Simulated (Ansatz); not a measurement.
A (001) slab of WC (P-6m2 (No. 187)), 7 planes, outer planes W (top) and W (bottom), with 7 atoms (W4C3) in a surface cell of A = 7.275 Å², as cut from the bulk:

```yaml
crystal:
  lattice:
    - [2.89841, 0.00000, 0.00000]
    - [-1.44921, 2.51010, 0.00000]
    - [0.00000, 0.00000, 23.48284]
  atoms:
    - { symbol: W, position: [0.00000, 0.00000, 0.31938] }
    - { symbol: C, position: [0.66667, 0.33333, 0.37959] }
    - { symbol: W, position: [0.00000, 0.00000, 0.43979] }
    - { symbol: C, position: [0.66667, 0.33333, 0.50000] }
    - { symbol: W, position: [0.00000, 0.00000, 0.56021] }
    - { symbol: C, position: [0.66667, 0.33333, 0.62041] }
    - { symbol: W, position: [0.00000, 0.00000, 0.68062] }
```

Computed with DFT PBEsol, scalar-relativistic, plane waves, PAW in Ansatz 0.2.0. Plane waves to 420 eV, a k mesh through Γ of 12×12×1 on the computed 7-atom cell and Gaussian smearing (0.10 eV); no spin polarisation. The cell repeats along c with a dipole correction in the vacuum.

The relaxed slab holds 3 formula units of WC and 1 further W. Against those formula units in the bulk and the further W in its standard state it lies 3.343 eV higher. The formation energy of WC from the standard states is -0.473 eV a formula unit (uncorrected, no zero-point or thermal terms).

Question: Over what range can the chemical potential of W vary, and what is the surface energy at both ends?

Answer: In contact with the bulk, μ(W) + μ(C) is fixed. With Δμ counted from the standard states, Δμ(W) ≤ 0 keeps elemental W from forming, and Δμ(C) ≤ 0 requires Δμ(W) ≥ ΔH = -0.473 eV. Other compounds of W and C can narrow this range. Then γ, the mean of both faces, = [3.343 eV − 1.00·Δμ(W)]/(2A). At the W-rich end (Δμ = 0): 3.343/(2 × 7.275) × 16.02 = 3.68 J/m². At the W-poor end: (3.343 + 0.473)/(2 × 7.275) × 16.02 = 4.20 J/m².

Question: How does its energy depend on growth conditions?

Answer: It carries an excess of W, so its energy falls by 1.10 J/m² for each eV that μ(W) rises: W-rich conditions lower it; whether it appears depends on the other terminations.

The W-terminated (001) face of WC is costly throughout the allowed range, from 3.68 J/m² at the W-rich end to 4.20 J/m² at the W-poor end. The high cost fits the bonding: in the bulk, each W sits in a trigonal prism of carbon, and the cut removes half of those neighbours, breaking strong covalent W 5d–C 2p bonds as well as metallic W–W contacts. Rehybridisation of the surface d states probably recovers only part of this loss.

Growth conditions change the energy only modestly because WC is weakly bound relative to its elements. Its strong W–C bonds replace the already very strong cohesion of tungsten and graphite, so the formation energy is small and the chemical potential has little room to move. The basal mirror plane of the structure makes the two W faces equivalent, so the mean here describes each face and doesn't hide a difference between them. Whether seven planes are enough to decouple the two faces is not shown.
